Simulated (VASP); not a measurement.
**Moving the strain (εxx = s, εyy = s) in Au**

```
Au
1.0
     3.98195    0.00000    0.00000
     0.00000    3.98195    0.00000
     0.00000    0.00000    3.98195
Au
3
Direct
  0.50000 0.00000 0.00000
  0.00000 0.50000 0.00000
  0.00000 0.00000 0.50000
```

This isn't the form of Au at room conditions, which is fcc.

Kept alike: task single point; functional PBE; k mesh 7 × 7 × 7; occupations fermi-dirac, width 0.05 eV; no spin polarisation. Program: VASP, PBE PAW files Au, 520 eV. The mesh is that of the run's cell of 3 atoms. No spin-orbit coupling.

```csv
s,free energy over the lowest row (meV/atom)
-0.04,58.46
-0.02,13.18
-0.01,3.03
0,0.00
0.01,3.29
0.02,12.17
0.04,43.99
```

The cell shown is the unstrained one; x, y and z are its Cartesian axes; atoms keep their fractions. For a metal such a mesh leaves the last digits unconverged.

Task: What does the strain (εxx = s, εyy = s) change here?

Result: The free energy is lowest at 0, and 58.46 meV an atom higher at -0.04.
